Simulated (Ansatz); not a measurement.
Geometry optimisation in Ansatz: input, command and trajectory.

```yaml
crystal:
  lattice:
    - [-5.7553065055, 0.0, -4.6543270087]
    - [2.8776532528, 4.9842416403, -4.6543270087]
    - [2.8776532528, -4.9842416403, -4.6543270087]
  atoms:
    - { symbol: Ti, position: [0.0845729791, 0.9142433418, 0.7460239428] }
    - { symbol: Ti, position: [0.7511757746, 0.5820454163, 0.4160394685] }
    - { symbol: Ti, position: [0.4179860522, 0.2508067528, 0.08038212] }
    - { symbol: Ti, position: [0.2524748349, 0.9114658578, 0.0825855498] }
    - { symbol: Ti, position: [0.9159176115, 0.581452317, 0.7499821068] }
    - { symbol: Ti, position: [0.5869841647, 0.2462212038, 0.4147407594] }
    - { symbol: Ti, position: [0.2489986708, 0.0791097488, 0.4212159056] }
    - { symbol: Al, position: [0.9148061938, 0.745019515, 0.0924779166] }
    - { symbol: Ti, position: [0.5847411593, 0.4069198027, 0.7502162064] }
    - { symbol: Ti, position: [0.5775849702, 0.7485729359, 0.9159469926] }
    - { symbol: Al, position: [0.2430445506, 0.4169205583, 0.5911596935] }
    - { symbol: Ti, position: [0.9150493722, 0.0844060515, 0.2559001141] }
    - { symbol: Ti, position: [0.4127045613, 0.758419517, 0.5821765306] }
    - { symbol: Ti, position: [0.0788714057, 0.4190446757, 0.2495467795] }
    - { symbol: Ti, position: [0.7547483559, 0.083841778, 0.9223117111] }
    - { symbol: Ti, position: [0.4179039335, 0.5919314903, 0.246136665] }
    - { symbol: Ti, position: [0.0833367053, 0.2549750419, 0.9158631777] }
    - { symbol: Ti, position: [0.7472838002, 0.9224476616, 0.5804595484] }
    - { symbol: Ti, position: [0.5838830167, 0.9221733886, 0.2507038897] }
    - { symbol: Al, position: [0.2536187929, 0.5797721871, 0.9146141995] }
    - { symbol: Al, position: [0.9151961591, 0.2458537119, 0.5838286594] }
    - { symbol: Al, position: [0.0876315862, 0.7481940939, 0.4214187282] }
    - { symbol: Ti, position: [0.7518682778, 0.4194856256, 0.0861511659] }
    - { symbol: Al, position: [0.4190291713, 0.0835438249, 0.7543653456] }
  symmetry: { detect: false }
basis:
  ecutwfc: 420
kpoints:
  mp_grid: { grid: [2, 2, 2], shift: [0.5, 0.5, 0.5] }
hamiltonian:
  xc: pbe
scf:
  occupations: { method: gaussian, width: 0.1 }
  lower_state_search: "off"
output:
  forces: true
  stress: true
  eigenvalues: true
relax:
  adjacent_minimum: "off"
  f_tol: 0.04
  max_steps: 50
  cell: { stress_tol: 0.3 }
```

```bash
ansatz run input.yaml --threads 4 --pin off --max-ram 9216MiB --backend cpu --events-out ev --progress --plain --runs-dir out
```

The calculation used DFT PBE, scalar-relativistic, plane waves, PAW (Ansatz 0.2.0).

Of 6 frames 6 are shown, positions in Å and forces in eV/Å; the SCF threshold varies from step to step. Steps run on the plane waves of an earlier cell, with a Pulay correction in the pressure. The basis is chosen afresh for the last frame, the zero of the energies, and can be on the way; energy and pressure step there, also at an unchanged geometry.

```xyz
24
Lattice="-5.7553 0.0000 -4.6543 2.8777 4.9842 -4.6543 2.8777 -4.9842 -4.6543" Properties=species:S:1:pos:R:3:forces:R:3 pbc="T T T" step=1 free_energy_over_end_meV_per_atom=15.02 pressure_GPa=1.40
Ti    4.2909    0.8384   -8.1211    0.4330   -0.2030   -0.2590
Ti   -1.4511    0.8274   -8.1416    0.3010    0.2620    0.0940
Ti   -1.4526    0.8494   -3.4869   -0.0200   -0.3850   -0.1950
Ti    1.4075    4.1313   -5.8017    0.0620    0.0090   -0.1250
Ti   -1.4400   -0.8400  -10.4599   -0.0510    0.0860   -0.1300
Ti   -1.4763   -0.8399   -5.8083    0.4790    0.3310   -0.1400
Ti    0.0067   -1.7051   -3.4876    0.0060    0.0460    0.3030
Al   -2.8550    3.2524   -8.1558   -0.1240    0.4630    0.0010
Ti   -0.0355   -1.7111   -8.1073   -0.0180    0.1930   -0.4270
Ti    1.4657   -0.8342  -10.4355   -0.3040   -0.1370   -0.0280
Al    1.5021   -0.8685   -5.8231   -0.2760    0.2230    0.0980
Ti   -4.2871   -0.8548   -5.8428   -0.3340    0.1250   -0.1690
Ti    1.4825    0.8784   -8.1604   -0.0250   -0.3000   -0.1650
Ti    1.4700    0.8448   -3.4789   -0.1210    0.1530   -0.2580
Ti   -1.4484   -4.1791   -8.1958   -0.2410    0.2280    0.2930
Ti    0.0065    1.7235   -5.8457   -0.1100   -0.8560    0.1890
Ti    2.8896   -3.2940   -5.8373   -0.4200   -0.1930    0.2940
Ti    0.0240    1.7046  -10.4731    0.0740   -0.0740   -0.0200
Ti    0.0147    3.3468   -8.1765   -0.1370   -0.1240    0.2070
Al    2.8407   -1.6689   -8.1358    0.2640    0.0400    0.0440
Al   -2.8797   -1.6845   -8.1212    0.0080    0.1340   -0.3130
Al    2.8614    1.6287   -5.8516    0.2800    0.2170    0.2460
Ti   -2.8722    1.6614   -5.8528    0.1300   -0.1450    0.1990
Al   -0.0004   -3.3435   -5.8502    0.1440   -0.0940    0.2600
24
Lattice="-5.8028 -0.0337 -4.6803 2.8971 5.0036 -4.6389 2.8761 -5.0346 -4.6851" Properties=species:S:1:pos:R:3:forces:R:3 pbc="T T T" step=2 free_energy_over_end_meV_per_atom=4.52 pressure_GPa=-0.51
Ti    4.3901    0.7880   -8.1719   -0.2530    0.1370    0.1980
Ti   -1.4160    0.8806   -8.1541   -0.0940   -0.0240   -0.2270
Ti   -1.4916    0.7453   -3.5184   -0.0090    0.0180    0.0840
Ti    1.3811    4.0784   -5.8231   -0.0250    0.0180   -0.0330
Ti   -1.5091   -0.8720  -10.5292   -0.0260   -0.0060   -0.0120
Ti   -1.4219   -0.8376   -5.8681   -0.3310   -0.2940   -0.0150
Ti    0.0019   -1.7500   -3.4471    0.0220    0.0980   -0.3410
Al   -2.9105    3.3377   -8.1609    0.0810   -0.2410    0.0140
Ti   -0.0522   -1.7383   -8.2249    0.0250   -0.0220    0.1370
Ti    1.4028   -0.9568  -10.4719   -0.0290    0.1410   -0.1260
Al    1.4417   -0.8514   -5.8350    0.2590   -0.3080    0.0490
Ti   -4.3672   -0.8433   -5.8962   -0.0200    0.1100    0.0810
Ti    1.5186    0.7828   -8.1951    0.0310    0.0360    0.1340
Ti    1.4656    0.9045   -3.5126    0.1050   -0.1850    0.1480
Ti   -1.5224   -4.1888   -8.1734    0.3060    0.0100   -0.1350
Ti   -0.0065    1.5228   -5.8084   -0.1210    0.5180   -0.0810
Ti    2.7880   -3.3635   -5.8137    0.1640    0.1350   -0.1160
Ti    0.0433    1.6979  -10.5074   -0.0450   -0.1260    0.1730
Ti   -0.0242    3.2971   -8.1575    0.1940    0.0160   -0.0140
Al    2.8684   -1.7358   -8.1510   -0.0820   -0.0210   -0.0630
Al   -2.9179   -1.6656   -8.2151   -0.0310    0.0140    0.1040
Al    2.9457    1.6607   -5.8183   -0.0630    0.0150   -0.0400
Ti   -2.9075    1.6110   -5.8455    0.0520   -0.0050    0.0900
Al    0.0080   -3.4176   -5.8483   -0.1100   -0.0370   -0.0090
24
Lattice="-5.8096 -0.0800 -4.6326 2.9607 4.9956 -4.6161 2.8601 -4.9813 -4.6631" Properties=species:S:1:pos:R:3:forces:R:3 pbc="T T T" step=3 free_energy_over_end_meV_per_atom=1.67 pressure_GPa=0.47
Ti    4.4330    0.8391   -8.0813    0.0710   -0.0390   -0.1690
Ti   -1.3953    0.8353   -8.1387    0.0510    0.0590    0.2310
Ti   -1.4656    0.7259   -3.4697    0.0400   -0.0870   -0.0320
Ti    1.4149    4.0766   -5.7798    0.0200   -0.0780   -0.0620
Ti   -1.5271   -0.8953  -10.4643   -0.0320   -0.0970    0.0260
Ti   -1.4809   -0.8960   -5.8362   -0.0100    0.1610   -0.0310
Ti   -0.0027   -1.7042   -3.4937    0.0730    0.0420    0.2500
Al   -2.8615    3.2631   -8.1053    0.0410    0.0190   -0.0090
Ti   -0.0271   -1.7083   -8.1498    0.0250    0.0080   -0.1300
Ti    1.4130   -0.8872  -10.4437   -0.1200   -0.0060    0.0020
Al    1.4610   -0.8698   -5.7988    0.0040   -0.0200    0.0260
Ti   -4.3873   -0.8602   -5.8273   -0.0750   -0.1420   -0.0530
Ti    1.5839    0.8105   -8.0981    0.0920   -0.0220   -0.1400
Ti    1.5217    0.8790   -3.4778    0.0400    0.1380   -0.1500
Ti   -1.4665   -4.1491   -8.1499   -0.0710   -0.0300    0.1860
Ti   -0.0137    1.5585   -5.7797   -0.0150   -0.1400    0.0750
Ti    2.8103   -3.3185   -5.7960   -0.0880    0.0020    0.0570
Ti    0.0859    1.6385  -10.3958    0.0490    0.0860   -0.0490
Ti    0.0502    3.2712   -8.1035   -0.0280    0.0440   -0.0040
Al    2.8568   -1.7242   -8.1319    0.1330    0.1460    0.0340
Al   -2.9332   -1.7138   -8.1282    0.0470    0.0940   -0.0480
Al    2.9779    1.7053   -5.7966   -0.1160   -0.0620   -0.0030
Ti   -2.8464    1.5925   -5.7905   -0.0800   -0.0260   -0.0310
Al   -0.0029   -3.3939   -5.8017   -0.0520   -0.0490    0.0230
24
Lattice="-5.7948 -0.0803 -4.6549 2.9406 5.0162 -4.6224 2.8442 -5.0098 -4.6751" Properties=species:S:1:pos:R:3:forces:R:3 pbc="T T T" step=4 free_energy_over_end_meV_per_atom=0.48 pressure_GPa=0.01
Ti    4.4153    0.8214   -8.1233   -0.0090    0.0060    0.0670
Ti   -1.3789    0.8586   -8.1425   -0.0180   -0.0260   -0.0830
Ti   -1.4389    0.7079   -3.4709   -0.0620    0.0130   -0.0280
Ti    1.4001    4.0553   -5.8109   -0.0230    0.1010    0.0310
Ti   -1.5322   -0.9111  -10.4938   -0.0240    0.0810   -0.0390
Ti   -1.4898   -0.8613   -5.8717    0.0340   -0.0580    0.0890
Ti    0.0098   -1.7409   -3.4831   -0.0420    0.0310   -0.0960
Al   -2.8607    3.2758   -8.1277    0.0320   -0.0280   -0.0170
Ti   -0.0361   -1.7458   -8.1806    0.0430    0.0090    0.0350
Ti    1.3609   -0.8922  -10.4661   -0.0100   -0.0850   -0.0360
Al    1.4448   -0.8705   -5.8123   -0.0280   -0.0280    0.0000
Ti   -4.4134   -0.8694   -5.8676    0.0190    0.0350    0.0260
Ti    1.5695    0.7946   -8.1369    0.0050    0.0750    0.0570
Ti    1.5178    0.8996   -3.5056    0.0120   -0.0040    0.1000
Ti   -1.4788   -4.1954   -8.1473   -0.0010    0.0500   -0.0870
Ti   -0.0320    1.5590   -5.7757    0.0100    0.0200   -0.0190
Ti    2.7757   -3.3166   -5.7939    0.0450   -0.0590   -0.0180
Ti    0.0802    1.6798  -10.4358   -0.0790   -0.0620    0.0010
Ti    0.0360    3.2987   -8.1372    0.0500   -0.0200    0.0160
Al    2.8581   -1.7163   -8.1429   -0.0060   -0.0230   -0.0310
Al   -2.9213   -1.7016   -8.1617    0.0030   -0.0170    0.0020
Al    2.9502    1.6912   -5.8138    0.0070   -0.0650    0.0150
Ti   -2.8693    1.5882   -5.8035   -0.0140    0.0010    0.0180
Al   -0.0246   -3.4323   -5.8197    0.0570    0.0540   -0.0020
24
Lattice="-5.8057 -0.0794 -4.6590 2.9414 5.0059 -4.6217 2.8471 -5.0012 -4.6751" Properties=species:S:1:pos:R:3:forces:R:3 pbc="T T T" step=5 free_energy_over_end_meV_per_atom=0.04 pressure_GPa=0.01
Ti    4.4154    0.8253   -8.1165    0.0180    0.0130    0.0030
Ti   -1.3922    0.8479   -8.1483    0.0020    0.0150   -0.0010
Ti   -1.4579    0.7150   -3.4796   -0.0070    0.0020   -0.0040
Ti    1.3971    4.0661   -5.8061    0.0020   -0.0010    0.0020
Ti   -1.5436   -0.9058  -10.5027    0.0050   -0.0070   -0.0040
Ti   -1.4908   -0.8752   -5.8620    0.0090   -0.0110    0.0070
Ti    0.0047   -1.7235   -3.4859   -0.0010    0.0250    0.0050
Al   -2.8658    3.2678   -8.1356    0.0050   -0.0090    0.0000
Ti   -0.0349   -1.7318   -8.1834   -0.0030    0.0090   -0.0060
Ti    1.3630   -0.9018  -10.4755   -0.0170   -0.0120   -0.0060
Al    1.4437   -0.8767   -5.8128   -0.0090   -0.0020   -0.0030
Ti   -4.4117   -0.8721   -5.8643    0.0080    0.0000   -0.0060
Ti    1.5701    0.8024   -8.1352    0.0150    0.0010    0.0060
Ti    1.5157    0.8950   -3.4936    0.0110   -0.0010   -0.0020
Ti   -1.4852   -4.1770   -8.1593    0.0010    0.0000    0.0130
Ti   -0.0319    1.5529   -5.7808   -0.0150   -0.0150   -0.0050
Ti    2.7839   -3.3235   -5.8011   -0.0010   -0.0150   -0.0040
Ti    0.0643    1.6592  -10.4359   -0.0210   -0.0100   -0.0030
Ti    0.0362    3.2848   -8.1329    0.0030    0.0070    0.0070
Al    2.8569   -1.7157   -8.1495    0.0060    0.0120   -0.0010
Al   -2.9287   -1.7019   -8.1647    0.0020    0.0040   -0.0030
Al    2.9452    1.6843   -5.8106   -0.0030   -0.0150    0.0040
Ti   -2.8751    1.5853   -5.8077   -0.0150    0.0130   -0.0010
Al   -0.0216   -3.4149   -5.8220    0.0050   -0.0030    0.0030
24
Lattice="-5.8057 -0.0794 -4.6590 2.9414 5.0059 -4.6217 2.8471 -5.0012 -4.6751" Properties=species:S:1:pos:R:3:forces:R:3 pbc="T T T" step=6 free_energy_over_end_meV_per_atom=0.00 pressure_GPa=0.01
Ti    4.4154    0.8253   -8.1165    0.0180    0.0130    0.0030
Ti   -1.3922    0.8479   -8.1483    0.0020    0.0150   -0.0010
Ti   -1.4579    0.7150   -3.4796   -0.0070    0.0020   -0.0040
Ti    1.3971    4.0661   -5.8061    0.0020   -0.0010    0.0020
Ti   -1.5436   -0.9058  -10.5027    0.0050   -0.0070   -0.0040
Ti   -1.4908   -0.8752   -5.8620    0.0090   -0.0110    0.0070
Ti    0.0047   -1.7235   -3.4859   -0.0010    0.0250    0.0050
Al   -2.8658    3.2678   -8.1356    0.0050   -0.0090   -0.0010
Ti   -0.0349   -1.7318   -8.1834   -0.0030    0.0090   -0.0060
Ti    1.3630   -0.9018  -10.4755   -0.0170   -0.0120   -0.0060
Al    1.4437   -0.8767   -5.8128   -0.0090   -0.0020   -0.0030
Ti   -4.4117   -0.8721   -5.8643    0.0080    0.0000   -0.0060
Ti    1.5701    0.8024   -8.1352    0.0150    0.0010    0.0060
Ti    1.5157    0.8950   -3.4936    0.0110   -0.0010   -0.0020
Ti   -1.4852   -4.1770   -8.1593    0.0010    0.0000    0.0130
Ti   -0.0319    1.5529   -5.7808   -0.0150   -0.0150   -0.0050
Ti    2.7839   -3.3235   -5.8011   -0.0010   -0.0150   -0.0040
Ti    0.0643    1.6592  -10.4359   -0.0210   -0.0100   -0.0030
Ti    0.0362    3.2848   -8.1329    0.0040    0.0070    0.0070
Al    2.8569   -1.7157   -8.1495    0.0060    0.0120   -0.0010
Al   -2.9287   -1.7019   -8.1647    0.0020    0.0040   -0.0030
Al    2.9452    1.6843   -5.8106   -0.0030   -0.0150    0.0040
Ti   -2.8751    1.5853   -5.8077   -0.0150    0.0130   -0.0010
Al   -0.0216   -3.4149   -5.8220    0.0050   -0.0030    0.0030
```

Time: 77 s on 4 threads of Arm Neoverse V1, on a shared host, peak memory 1.3 GiB.

The k mesh is coarse.